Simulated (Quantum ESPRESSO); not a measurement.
# MnO: zone-centre phonons under several settings

```
Mn O
1.0
     0.00000    2.22391    2.22391
     2.22391    0.00000    2.22391
     2.22391    2.22391    0.00000
Mn O
1 1
Direct
  0.00000 0.00000 0.00000
  0.50000 0.50000 0.50000
```

The cell is a database's computed one.

All runs used Quantum ESPRESSO 7.5; potentials PseudoDojo 0.4.1 SR PBEsol standard; given cell; collinear spin, ferromagnetic start; cutoff 1306 eV; occupations fermi-dirac, width 0.05 eV.

```tsv
level	k mesh (s: shifted)	pressure (GPa)	lowest optical mode without the field (cm⁻¹)
PBEsol	4 × 4 × 4	-8.6	287
PBEsol	6 × 6 × 6	?	?
PBEsol	8 × 8 × 8	-6.7	257
PBEsol	10 × 10 × 10	-6.8	257
```

Task: What stands in the row left open?

Result: Pressure -8.3 GPa; lowest optical mode without the field 273 cm⁻¹.

Caveats: some runs use coarse meshes; the cell is more than 3 GPa from zero pressure, which shifts response properties; before the sum rule the acoustic modes lie tens of cm⁻¹ from zero, a sign that the density grid also shifts the optical modes; a cell with one magnetic atom can't hold antiferromagnetic order, which such compounds often take; the mesh is thin for the phonons of a metal (some runs).

For the row left open. Caveat: the k mesh is coarse (spacing up to 0.41 Å⁻¹), so the values aren't converged; the mesh is thin for the phonons of a metal; the cell is more than 3 GPa from zero pressure, which shifts response properties; before the sum rule the acoustic modes lie tens of cm⁻¹ from zero, a sign that the density grid also shifts the optical modes; a cell with one magnetic atom can't hold antiferromagnetic order, which such compounds often take.
